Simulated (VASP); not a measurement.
# MnO2 (P-3m1) in VASP: further runs, part 2 of 2

VASP 6.6.1. The steps go on from the part before.

## Step 4: Single point, r2SCAN, collinear spin, ferromagnetic start

Input file INCAR:

```
SYSTEM = MnO2
PREC = Accurate ; ENCUT = 460
EDIFF = 1E-6 ; ISMEAR = 0
SIGMA = 0.05 ; LREAL = Auto
LASPH = .TRUE. ; NELM = 100
ALGO = Normal ; ISIF = 2
LWAVE = .FALSE. ; LCHARG = .FALSE.
ISPIN = 2 ; MAGMOM = 4 0 0
LORBIT = 11 ; LMAXMIX = 4
METAGGA = R2SCAN ; LMIXTAU = .TRUE.
ADDGRID = .FALSE.
```

Input file KPOINTS:

```
Automatic mesh
0
G
  8 8 4
  0 0 0
```

Input file POSCAR:

```
MnO2
1.0
    2.8565781804      0.0000000000      0.0000000000
   -1.4282890902      2.4738692722      0.0000000000
    0.0000000000      0.0000000000      4.6013740589
Mn O
1 2
Direct
    0.0000000000      0.0000000000      0.5000000000
    0.3333333333      0.6666666667      0.7062925700
    0.6666666667      0.3333333333      0.2937074300
```

Potentials or basis: VASP PAW PBE potentials, release 64 (Mn_pv, O).

The run is started by

```
$ cat potpaw_PBE.64/Mn_pv/POTCAR potpaw_PBE.64/O/POTCAR > POTCAR
$ mpirun -np 1 vasp_std > vasp.out
```

OUTCAR:

```text
SYSTEM = MnO2
   PREC = Accurate
   ENCUT = 460
   EDIFF = 1E-6
   ISMEAR = 0
   LREAL = Auto
   LASPH = .TRUE.
   NELM = 100
   ISIF = 2
   ISPIN = 2
   LORBIT = 11
   METAGGA = R2SCAN

 Found     35 irreducible k-points:

 Following reciprocal coordinates:
            Coordinates               Weight
  0.000000  0.000000  0.000000      1.000000
  0.125000  0.000000  0.000000      6.000000
  0.250000  0.000000  0.000000      6.000000
  0.375000  0.000000  0.000000      6.000000
  0.500000  0.000000  0.000000      3.000000
  0.125000  0.125000  0.000000      6.000000
   k-points           NKPTS =     35   k-points in BZ     NKDIM =     35   number of bands    NBANDS=     18
   number of dos      NEDOS =    301   number of ions     NIONS =      3
   total plane-waves  NPLWV =  12800
   dimension x,y,z NGX =    20 NGY =   20 NGZ =   32
   dimension x,y,z NGXF=    40 NGYF=   40 NGZF=   64
   ions per type =               1   2
   NGX,Y,Z   is equivalent  to a cutoff of  11.64, 11.64, 11.56 a.u.
   NGXF,Y,Z  is equivalent  to a cutoff of  23.28, 23.28, 23.12 a.u.
 SYSTEM =  MnO2
   PREC   = accura    normal or accurate (medium, high low for compatibility)
   ISTART =      0    job   : 0-new  1-cont  2-samecut
   ICHARG =      2    charge: 1-file 2-atom 10-const
   ISPIN  =      2    spin polarized calculation?
   LNONCOLLINEAR =      F non collinear calculations
   LSORBIT =      F    spin-orbit coupling
   LASPH  =      T    aspherical Exc in radial PAW
   ENCUT  =  460.0 eV  33.81 Ry    5.81 a.u.   5.00  5.00  8.05*2*pi/ulx,y,z
   NELM   =    100;   NELMIN=  2; NELMDL= -5     # of ELM steps
   EDIFF  = 0.1E-05   stopping-criterion for ELM
   LREAL  =      T    real-space projection
   EDIFFG = 0.1E-04   stopping-criterion for IOM
   NSW    =      0    number of steps for IOM
   IBRION =     -1    ionic relax: 0-MD 1-quasi-New 2-CG
   NFREE  =      0    steps in history (QN), initial steepest desc. (CG)
   ISIF   =      2    stress and relaxation
   ISYM   =      2    0-nonsym 1-usesym 2-fastsym
   POTIM  = 0.5000    time-step for ionic-motion
   TEBEG  =    0.0;   TEEND  =   0.0 temperature during run
   PSTRESS=    0.0 pullay stress
   NELECT =      25.0000    total number of electrons
   NUPDOWN=      -1.0000    fix difference up-down
   EMIN   =  10.00;   EMAX   =-10.00  energy-range for DOS
   EFERMI =   0.00;   METHOD = LEGACY
   ISMEAR =     0;   SIGMA  =   0.05  broadening in eV -4-tet -1-fermi 0-gaus
   EFERMI_NEDOS =   21; number of points for ismear=-14 and -15
   IALGO  =     38    algorithm
   IMIX   =      4    mixing-type and parameters
     AMIX     =   0.40;   BMIX     =  1.00
     AMIX_MAG =   1.60;   BMIX_MAG =  1.00
  volume/ion in A,a.u.               =      10.84        73.15
  Fermi-wavevector in a.u.,A,eV,Ry     =   1.499747  2.834111 30.602787  2.249241
  Thomas-Fermi vector in A             =   2.611337
   LORBIT       =     11    0 simple, 1 ext, 2 COOP (PROOUT), +10 PAW based schemes
   METAGGA = R2SCAN    functional components
   LHFCALC =     F    Hartree Fock is set to
   AEXX    =    0.0000 exact exchange contribution
   IVDW    =     0    specifies the selected vdW correction
   LEPSILON=     F    determine dielectric tensor
   LRPA    =     F    only Hartree local field effects (RPA)
 spin polarized calculation
 Gauss-broadening in eV      SIGMA  =   0.05
  energy-cutoff  :      460.00
  volume of cell :       32.52
 maximum number of plane-waves:       746
   NGX =  9   NGY =  9   NGZ = 17

 number of electron      25.0000023 magnetization       3.0000221

 Free energy of the ion-electron system (eV)
  ---------------------------------------------------
  ext. energy  EPLUGINS =         0.00000000
  ---------------------------------------------------
  free energy    TOTEN  =       -32.53998201 eV

  energy without entropy =      -32.53998201  energy(sigma->0) =      -32.53998201

 E-fermi :   2.7449     XC(G=0): -11.5615

 val. band max:        2.5372317541   @ k =   0.1250   0.0000   0.5000
 cond. band min:       4.4142319616   @ k =   0.0000   0.0000   0.5000
 fundamental gap:      1.8770002076
 Fermi energy:         2.7449062417

 spin component 1

 k-point     1 :       0.0000    0.0000    0.0000
  band No.  band energies     occupation
      1     -49.7497      1.00000
      2     -49.7233      1.00000
      3     -49.7232      1.00000
      4     -17.7254      1.00000
      5     -15.4311      1.00000
      6      -3.7647      1.00000
[... 10 lines left out ...]
     17      10.6396      0.00000
     18      14.0202      0.00000

 k-point     2 :       0.1250    0.0000    0.0000
  band No.  band energies     occupation
      1     -49.7470      1.00000
      2     -49.7454      1.00000
      3     -49.7284      1.00000
      4     -17.5277      1.00000
      5     -15.4928      1.00000
      6      -3.5271      1.00000
[... 10 lines left out ...]
     17      11.3404      0.00000
     18      14.7923      0.00000

 k-point     3 :       0.2500    0.0000    0.0000
  band No.  band energies     occupation
      1     -49.8020      1.00000
      2     -49.7409      1.00000
      3     -49.7362      1.00000
      4     -17.0166      1.00000
      5     -15.6453      1.00000
      6      -3.4509      1.00000
[... 34 lines left out ...]
 k-point     5 :       0.5000    0.0000    0.0000
  band No.  band energies     occupation
      1     -49.8800      1.00000
      2     -49.7585      1.00000
      3     -49.7227      1.00000
      4     -16.1305      1.00000
      5     -15.9344      1.00000
      6      -4.2764      1.00000
[... 10 lines left out ...]
     17      15.4293      0.00000
     18      16.4052      0.00000

 k-point     6 :       0.1250    0.1250    0.0000
  band No.  band energies     occupation
      1     -49.7831      1.00000
      2     -49.7413      1.00000
      3     -49.7377      1.00000
      4     -17.1724      1.00000
      5     -15.5995      1.00000
      6      -3.3361      1.00000
[... 10 lines left out ...]
     17      12.4815      0.00000
     18      16.0047      0.00000

 [... further k-points ...]

 spin component 2

 k-point     1 :       0.0000    0.0000    0.0000
  band No.  band energies     occupation
      1     -45.6301      1.00000
      2     -45.6300      1.00000
      3     -45.4297      1.00000
      4     -17.6643      1.00000
      5     -15.3823      1.00000
      6      -2.6215      1.00000
[... 10 lines left out ...]
     17      11.1805      0.00000
     18      14.6996      0.00000

 k-point     2 :       0.1250    0.0000    0.0000
  band No.  band energies     occupation
      1     -45.6596      1.00000
      2     -45.6364      1.00000
      3     -45.4242      1.00000
      4     -17.4655      1.00000
      5     -15.4404      1.00000
      6      -2.3890      1.00000
[... 10 lines left out ...]
     17      11.8336      0.00000
     18      15.4860      0.00000

 k-point     3 :       0.2500    0.0000    0.0000
  band No.  band energies     occupation
      1     -45.7299      1.00000
      2     -45.6516      1.00000
      3     -45.4109      1.00000
      4     -16.9532      1.00000
      5     -15.5853      1.00000
      6      -2.4258      1.00000
[... 34 lines left out ...]
 k-point     5 :       0.5000    0.0000    0.0000
  band No.  band energies     occupation
      1     -45.8284      1.00000
      2     -45.6731      1.00000
      3     -45.3921      1.00000
      4     -16.0585      1.00000
      5     -15.8779      1.00000
      6      -3.3462      1.00000
[... 10 lines left out ...]
     17      15.8649      0.00000
     18      16.8720      0.00000

 k-point     6 :       0.1250    0.1250    0.0000
  band No.  band energies     occupation
      1     -45.7060      1.00000
      2     -45.6506      1.00000
      3     -45.4149      1.00000
      4     -17.1093      1.00000
      5     -15.5415      1.00000
      6      -2.3706      1.00000
[... 10 lines left out ...]
     17      12.9197      0.00000
     18      16.7078      0.00000

 [... further k-points ...]

------------------------ aborting loop because EDIFF is reached ----------------------------------------

  FORCE on cell =-STRESS in cart. coord.  units (eV):
  Direction    XX          YY          ZZ          XY          YZ          ZX
  --------------------------------------------------------------------------------------
  -------------------------------------------------------------------------------------
  Total       -0.1627787     -0.1627787     -0.1423190      0.0000000      0.0000000      0.0000000
  in kB       -8.0204297     -8.0204297     -7.0123437      0.0000000      0.0000000      0.0000000
  external PRESSURE =      -7.6844010 kB  Pullay stress =       0.0000000 kB

 VOLUME and BASIS-vectors are now :
 -----------------------------------------------------------------------------
  energy-cutoff  :      460.00
  volume of cell :       32.52
      direct lattice vectors                 reciprocal lattice vectors
     2.856578180  0.000000000  0.000000000     0.350069187  0.202112539  0.000000000
    -1.428289090  2.473869272  0.000000000     0.000000000  0.404225078  0.000000000
     0.000000000  0.000000000  4.601374059     0.000000000  0.000000000  0.217326387

 POSITION                                       TOTAL-FORCE (eV/Angst)
 -----------------------------------------------------------------------------------
      0.00000      0.00000      2.30069         0.000000      0.000000      0.000000
     -0.00000      1.64925      3.24992         0.000000      0.000000      0.007217
      1.42829      0.82462      1.35146        -0.000000     -0.000000     -0.007217
 -----------------------------------------------------------------------------------
    total drift:                                0.000000     -0.000000      0.000000

  FREE ENERGIE OF THE ION-ELECTRON SYSTEM (eV)
  ---------------------------------------------------
  free  energy   TOTEN  =       -32.5399820136 eV

  energy  without entropy=      -32.5399820136  energy(sigma->0) =      -32.53998201

 total charge

# of ion       s       p       d       tot
------------------------------------------
    1        0.383   6.468   4.862  11.712
    2        1.594   3.448   0.000   5.043
    3        1.594   3.448   0.000   5.043
--------------------------------------------------
tot          3.571  13.364   4.862  21.798

 magnetization (x)

# of ion       s       p       d       tot
------------------------------------------
    1        0.030   0.039   2.865   2.934
    2        0.004   0.003   0.000   0.007
    3        0.004   0.003   0.000   0.007
--------------------------------------------------
tot          0.037   0.045   2.865   2.948
```

stdout:

```text
POSCAR found type information on POSCAR MnO
 POSCAR found :  2 types and       3 ions
 scaLAPACK will be used
 -----------------------------------------------------------------------------
|                                                                             |
|                                                                             |
|     You have a (more or less) 'small supercell' and for smaller cells       |
|     it is recommended to use the reciprocal-space projection scheme!        |
|     The real-space optimization is not efficient for small cells and it     |
|     is also less accurate ...                                               |
|     Therefore, set LREAL=.FALSE. in the INCAR file.                         |
|                                                                             |
 -----------------------------------------------------------------------------

 -----------------------------------------------------------------------------
|                                                                             |
|                                                                             |
|     You enforced a specific xc type in the INCAR file but a different       |
|     I HOPE YOU KNOW WHAT YOU ARE DOING!                                     |
|                                                                             |
 -----------------------------------------------------------------------------

 LDA part: xc-table for (None), standard interpolation
 POSCAR, INCAR and KPOINTS ok, starting setup
 FFT: planning ... GRIDC
 FFT: planning ... GRID_SOFT
 FFT: planning ... GRID
 WAVECAR not read
 entering main loop
```

Run time: 66 s. Hardware: 1 thread of Intel Xeon 6975P-C (Granite Rapids), shared host; peak memory 0.17 GiB.

These settings aren't checked as converged: the numbers below hold their error.

What came out:

```yaml
Free_energy: -32.5400 eV
Pressure: -0.8 GPa
Largest_force: 0.007 eV/Å
Band_gap_on_the_k_mesh: 1.88 eV, indirect (least direct gap 1.98 eV)
Net_moment: 3.00 μB per cell
Site_moments: Mn +2.93; O +0.01 μB
Valence_electrons_inside_the_program's_atomic_spheres: Mn 11.71; O 5.04
```

Caveat: the cutoff is under 1.25 times the usual one of these potentials, so pressure, stress and relaxed cells hold a basis-set (Pulay) error; the PAW data sets were made with another functional, which shifts forces and pressure a little; a cell with one magnetic atom can't hold antiferromagnetic order, which such compounds often take.

## Step 5: The reference run

An earlier run on the cell as given: functional PBE; potentials or basis VASP PAW PBE potentials, release 64 (Mn_pv, O); cutoff 520 eV; k mesh 11 × 11 × 6; occupations fermi-dirac, width 0.05 eV; collinear spin, ferromagnetic start; starting moments [4.0, 0.0, 0.0] μB.

* Pressure: 5.8 GPa
* Largest force: 0.310 eV/Å
* Band gap on the k mesh: 0.81 eV, indirect (least direct gap 0.87 eV)
* Net moment: 3.00 μB per cell
* Site moments: Mn +2.83; O +0.04 μB
* Valence electrons inside the program's atomic spheres: Mn 11.75; O 5.00
